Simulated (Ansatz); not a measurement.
Data:

```
AlSb
1.0
    0.00000     2.90647     2.90647
    2.90647     0.00000     2.90647
    2.90647     2.90647     0.00000
Sb Al
1 1
Direct
  0.25000   0.25000   0.25000
  0.00000   0.00000   0.00000
```

No spin polarisation.

Level of theory: Kohn–Sham DFT with the r2SCAN functional, run in Ansatz (an electronic-structure program) with PAW and 500 eV plane waves, without spin-orbit coupling. Settings: 13×13×13 k-points, 0.05 eV Fermi–Dirac smearing.

### Question
What smallest direct gap does the calculation give?

### Answer
3.42 eV.

### Question
What is the computed width of the top valence band?

### Answer
3.47 eV.

### Question
What band gap does the calculation give?

### Answer
1.17 eV.

Spin-orbit coupling, missing from the scalar runs, can matter with Sb. Load acts through the strain it causes; cell and atoms are relaxed under it. Whether these cells are dynamically stable was not tested. Measured, AlSb leaves this structure (for a Cmcm phase) near 8.1 GPa (temperature not stated; as listed in Datta, Sujoy, Jana, Debnarayan, arXiv (2020)), on rising pressure, with hysteresis. The cell was made from AlSb in the zinc blende structure (space group F-43m, No. 216) by this change: pressure 15 GPa.
